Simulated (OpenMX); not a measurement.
SiC (Moissanite) under changes of volume

One of the cells (10.341 Å³/atom); the others are scaled copies at fixed shape and fractional positions:

```
Si C
1.0
     3.07600    0.00000    0.00000
    -1.53800    2.66389    0.00000
     0.00000    0.00000    5.04800
Si C
2 2
Direct
  0.66667 0.33333 0.50000
  0.33333 0.66667 0.00000
  0.66667 0.33333 0.88500
  0.33333 0.66667 0.38500
```

```yaml
Program: OpenMX 3.8.5
Functional: LDA
Potentials_or_basis: OpenMX 2013 LDA set, Si7.0-s2p2d1, C6.0-s2p2d1, fixed grid of 28 × 28 × 54 points
k_mesh: 11 × 11 × 5
Occupations: fermi-dirac, width 0.05 eV
Spin: no spin polarisation
```

| volume (Å³/atom) | energy over the lowest point (meV/atom) | gap on the mesh (eV) | largest force (eV/Å) |
| --- | --- | --- | --- |
| 9.721 | ? | ? | ? |
| 9.927 | 8.13 | 2.48 | 0.855 |
| 10.134 | 0.91 | 2.52 | 0.823 |
| 10.341 | 0.00 | 2.56 | 0.792 |
| 10.548 | 4.81 | 2.60 | 0.762 |
| 10.755 | 14.83 | 2.59 | 0.732 |
| 10.961 | 29.58 | 2.55 | 0.704 |

**Question.** What does the run at 9.721 Å³/atom give?

**Answer.** Energy over the lowest point 22.35 meV/atom; gap on the mesh 2.44 eV; largest force 0.891 eV/Å.

Worked out: A Birch-Murnaghan fit of order 3 (a polynomial in V^(-2/3)) to the other rows has its minimum at 10.27 Å³/atom with B0 = V·E''(V) = 227 GPa and B' = 3.5 at fixed shape and positions, which overstates the stiffness. It gives 22.14 meV/atom at 9.721 Å³/atom, against the run's 22.35. A parabola through the other rows of the gap, of slope 4.62 eV per unit of ln V there, extrapolates to 2.39 eV, against the run's 2.44.

Energies are extrapolated to zero smearing.

Caveats: an odd mesh through Γ misses points on the zone boundary, where band edges often lie; the basis of atomic orbitals isn't converged, which shifts pressures, moduli and gaps.
